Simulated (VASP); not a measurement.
A run of VASP 6.6.1:

The input POSCAR:

```
PbO
1.0
    0.1464144980      2.8810993118      2.8810993118
    2.8810993118      0.1464144980      2.8810993118
    2.8810993118      2.8810993118      0.1464144980
Pb O
1 1
Direct
    0.0025891283      0.0025891283      0.0025891283
    0.2474108717      0.2474108717      0.2474108717
```

Contents of INCAR.step1:

```
ALGO = Normal
EDIFF = 1E-4
ENCUT = 520
GGA = PE
ISMEAR = 0
LASPH = T
LCHARG = F
LREAL = F
LWAVE = T
NBANDS = 17
NELM = 100
PREC = Accurate
SIGMA = 0.01
```

The input INCAR.step2:

```
ALGO = Normal
EDIFF = 1E-6
ENCUT = 520
ISIF = 2
ISMEAR = 0
ISTART = 1
LASPH = T
LCHARG = F
LMIXTAU = T
LREAL = F
LWAVE = F
METAGGA = R2SCAN
NBANDS = 17
NELM = 100
PREC = Accurate
SIGMA = 0.01
```

File KPOINTS:

```
k-points
0
Gamma
  8 8 8
```

Potentials or basis: VASP PAW PBE potentials, release 64 (Pb_d, O).

Launch:

```console
$ cat potpaw_PBE.64/Pb_d/POTCAR potpaw_PBE.64/O/POTCAR > POTCAR
$ cp INCAR.step1 INCAR
$ mpirun -np 1 vasp_std > vasp.out
$ cp INCAR.step2 INCAR
$ mpirun -np 1 vasp_std > vasp.out
```

Hardware: 1 thread of Intel(R) Xeon(R) 6975P-C (Granite Rapids), on a shared host.

**Question.** How long does it take, and how much memory?

**Answer.** Wall time 94 s on 1 thread of Intel(R) Xeon(R) 6975P-C (Granite Rapids), on a shared host, peak memory 0.19 GiB. Counts: scf iterations 10, k points 65.
